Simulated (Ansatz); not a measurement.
# Rh: the cost of one run

Computed with Ansatz 0.2.0 (DFT PBEsol, scalar-relativistic, plane waves, PAW, unless a step's input says otherwise).

3 further runs of the same task are left out: 3 set aside as unsound or not needed.

## Step 1: The starting structure

It takes space group P6_3/mmc (No. 194, hexagonal). Conventional cell: a = 2.689 Å, b = 2.689 Å, c = 4.329 Å, α = 90.00°, β = 90.00°, γ = 120.00°. Rh (site symmetry -6m2) has 12 Rh at 2.66 to 2.69 Å as nearest neighbours.

As a file:

```cif
data_structure
_symmetry_space_group_name_H-M 'P 1'
_symmetry_Int_Tables_number 1
_cell_length_a 2.6887
_cell_length_b 2.6887
_cell_length_c 4.3290
_cell_angle_alpha 90.000
_cell_angle_beta 90.000
_cell_angle_gamma 120.000
_cell_volume 27.10
loop_
_atom_site_label
_atom_site_type_symbol
_atom_site_fract_x
_atom_site_fract_y
_atom_site_fract_z
_atom_site_occupancy
Rh1 Rh 0.66667 0.33333 0.75000 1
Rh2 Rh 0.33333 0.66667 0.25000 1
```

It goes back to an entry of the Materials Project, which need not be the stable form.

This cell was relaxed beforehand with the same method: volume 13.55 Å³/atom, gap on the mesh none (metal).

The unstrained cell comes from an earlier run at this level (2 atoms, E(σ→0) -12677.4118 eV, gap none (metal)).

## Step 2: Strain -2.0 %

Input file input.yaml:

```yaml
crystal:
  lattice:
    - [2.6349613631, 0.0, 0.0]
    - [-1.3174806816, 2.2819434785, 0.0]
    - [0.0, 0.0, 4.2424398393]
  atoms:
    - { symbol: Rh, position: [0.6666666667, 0.3333333333, 0.75] }
    - { symbol: Rh, position: [0.3333333333, 0.6666666667, 0.25] }
basis:
  ecutwfc: 420
kpoints:
  mp_grid: { grid: [24, 24, 12] }
hamiltonian:
  xc: pbesol
scf:
  occupations: { method: gaussian, width: 0.1 }
output:
  forces: true
  stress: true
  eigenvalues: true
```

The run is started by

```
> ansatz run input.yaml --threads 1 --pin off --max-ram 2560MiB --backend cpu --events-out ev --progress --plain --runs-dir out
```

Q: Estimate wall time and peak memory on 1 thread of Intel Xeon 6975P-C (Granite Rapids), shared host.

About 4.7 s, with a peak of 0.47 GiB.
